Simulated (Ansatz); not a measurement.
Space group P6_3/mmc (No. 194). a = 2.503 Å, b = 2.503 Å, c = 4.169 Å, α = 90.00°, β = 90.00°, γ = 120.00°
```json
{"atom": "C", "site": "4f", "symmetry": "3m.", "x": "0.3333", "y": "0.6667", "z": "0.0627"}
```

Equation of state of this C structure (not necessarily the ground state), with shape and atoms relaxed at each volume where symmetry leaves them free. These are results of Ansatz, DFT r2SCAN, scalar-relativistic, plane waves, PAW, not measurements.

Cutoff 500 eV; k points 12×12×6 on the computed 4-atom cell (Γ-centred); Gaussian smearing, width 0.02 eV; no spin polarisation.

```json
{"V (Å³/atom)": "5.316", "E − E(largest V) (meV/atom)": "5.40", "P (GPa)": "31.24", "gap on mesh (eV)": "3.34"}
{"V (Å³/atom)": "5.486", "E − E(largest V) (meV/atom)": "-18.63", "P (GPa)": "14.53", "gap on mesh (eV)": "3.47"}
{"V (Å³/atom)": "5.656", "E − E(largest V) (meV/atom)": "-26.14", "P (GPa)": "0.00", "gap on mesh (eV)": "3.60"}
{"V (Å³/atom)": "5.825", "E − E(largest V) (meV/atom)": "-19.30", "P (GPa)": "-12.62", "gap on mesh (eV)": "3.71"}
{"V (Å³/atom)": "5.995", "E − E(largest V) (meV/atom)": "0.00", "P (GPa)": "-23.59", "gap on mesh (eV)": "3.81"}
```

Q: Fit a third-order Birch–Murnaghan equation to E(V).

A: V0 = 5.66 Å³/atom, B0 = 451 GPa, B0' = 3.7.